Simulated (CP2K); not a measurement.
## O in CP2K: the effect of functional

Crystal: O.

```
O
1.0
     3.30062    0.00000    0.00000
     1.62602    2.87232    0.00000
    -2.06860   -1.20603    3.64705
O
2
Direct
  0.97455 0.97455 0.84443
  0.02545 0.02545 0.15557
```

Alike in all runs:

| Quantity | Value |
| --- | --- |
| Program | CP2K 2026.2 |
| Task | single point |
| Potentials or basis | POTENTIAL_UZH O GTH-PBE-q6; TZVP-MOLOPT-PBE-GTH basis |
| Density cutoff | 11565 eV |
| k mesh | 10 × 10 × 7 |
| Occupations | fermi-dirac, width 0.05 eV |
| Spin | no spin polarisation |

```tsv
functional	pressure (GPa)	largest force (eV/Å)
PBE	-0.1	0.86
LDA	?	?
PBEsol	-1.2	0.59
BEEF-vdW	-0.5	0.74
BLYP	1.8	1.70
HLE16	-10.6	6.33
r2SCAN	-2.0	0.55
```

Question: What does the run with functional LDA give?

Answer: Pressure -2.9 GPa; largest force 0.61 eV/Å.

Caveats: spin is off for a triplet molecule; the basis of atomic orbitals isn't converged, which shifts pressures, moduli and gaps; the potentials were made for another functional, which shifts forces and pressure (some runs); the potentials were made for a functional far from this one (some runs).
